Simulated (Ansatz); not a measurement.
Wires are cut from relaxed bulk GaN (F-43m, not its usual structure, 11.38 Å³/atom, gap on the mesh 1.70 eV); atoms and period are relaxed, and energies count from that bulk.

The calculation used DFT PBEsol, scalar-relativistic, plane waves, PAW in Ansatz 0.2.0.

Cutoff 420 eV, Gaussian smearing of 0.05 eV, energies at zero smearing, symmetry of each start kept, collinear spin where a moment is listed.

```csv
start,atoms,k mesh,excess energy (eV per host atom),line energy (eV/Å),period (Å),gap on the mesh (eV),highest filled level or Fermi level under vacuum (eV),size of the moment (μB per cell)
"[110] wire, 18 host atoms a period*",18,1×1×10,0.825,4.643,3.198,0,4.94,1.40
"[110] wire, 22 host atoms a period*",22,1×1×10,0.634,4.384,3.181,0,-,0.20
```

A dash: not computed, or not clear enough to read.

* ends far from its start.

Each run keeps its start's symmetry and one magnetic start, so lower states can exist.

Cost: 2 runs of about 2.9 core-hours in all, on Intel Xeon Platinum 8488C (Sapphire Rapids) (shared hosts).